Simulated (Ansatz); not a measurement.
P: rattling a relaxed structure

The cell was found from a structure generator's guess, not taken from experiment.

Computed with DFT PBE, scalar-relativistic, plane waves, PAW in Ansatz 0.2.0. Plane waves to 420 eV, a k mesh through Γ of 6×6×6 on the computed 8-atom cell and Gaussian smearing (0.02 eV); no spin polarisation.

The cell below (8 atoms, space group I-42d (No. 122)) is relaxed within its symmetry.

```
P
1.0
    -3.93905    3.93905    3.21916
     3.93905   -3.93905    3.21916
     3.93905    3.93905   -3.21916
P
8
Direct
  0.27679 0.40717 0.75050
  0.65667 0.52629 0.24950
  0.27629 0.90667 0.74950
  0.15717 0.52679 0.25050
  0.09333 0.84283 0.36962
  0.47321 0.72371 0.63038
  0.59283 0.34333 0.86962
  0.47371 0.72321 0.13038
```

For the test it was strained at random (σ = 1.5 % a component), the atoms were moved at random (σ = 0.10 Å), and all was relaxed again on a coarse 4×4×4 mesh (in the run’s order of axes) with 0.10 eV smearing, with no symmetry imposed.

Task: Is the structure stable against such a distortion?

Result: It returns, within 1 meV/atom of the unmoved cell on that mesh and with the same symmetry when read at 0.1 Å. No instability shows in this cell; modes of other wave vectors, which need another repeat, aren't tested.
